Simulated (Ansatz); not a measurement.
Input and command of a plane-wave DFT calculation in Ansatz:

```yaml
crystal:
  lattice:
    - [-2.9099000282, 2.9297373488, 1.6233594004]
    - [2.9099000282, -2.8900627076, 1.5506118996]
    - [2.9099000282, 2.8900627076, -1.5506118996]
  atoms:
    - { symbol: Sn, position: [0.75, 0.25, 0.5] }
    - { symbol: Sn, position: [0.0, 0.0, 0.0] }
basis:
  ecutwfc: 420
kpoints:
  mp_grid: { grid: [22, 22, 22] }
hamiltonian:
  xc: pbesol
scf:
  occupations: { method: gaussian, width: 0.15 }
output:
  forces: true
  stress: true
  eigenvalues: true
```

```bash
ansatz run input.yaml --threads 1 --pin off --max-ram 2560MiB --backend cpu --events-out ev --progress --plain --runs-dir out
```

Processor: Intel(R) Xeon(R) Processor @ 2.70GHz, 1 thread, on a host shared with other jobs.

Task: How long does it run, and how much memory does it take?

Result: About 2.5 min on 1 thread of Intel(R) Xeon(R) Processor @ 2.70GHz, with other jobs on the host, peak memory 2.2 GiB. It solves 18 bands at 2796 k points (the mesh reduced by symmetry) with about 1069 plane waves, in 8 SCF iterations.
